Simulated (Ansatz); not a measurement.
System: cubic perovskite CsPbI3 (cubic high-temperature phase). Method: PBEsol (Ansatz, an electronic-structure program, plane waves, PAW).

Numerical settings: plane-wave cutoff 520 eV, 6×6×6 k mesh, Fermi–Dirac smearing 0.01 eV, scalar-relativistic PAW data made under PBE.

Computed at the level's own relaxed cell.

Question: Give the computed equilibrium lattice constant a, band gap and Γ–Γ gap.

Answer: 
- equilibrium lattice constant a = 6.247 Å
- band gap = 1.19 eV
- Γ–Γ gap = 4.21 eV

Note: the relaxation could not lower the start's symmetry, so the cell can be a saddle point above a distorted one.

Spin–orbit coupling is not included; with these elements it can move the gap by several tenths of an eV or more.

The result took about 2.4 core-minutes (a rough figure).
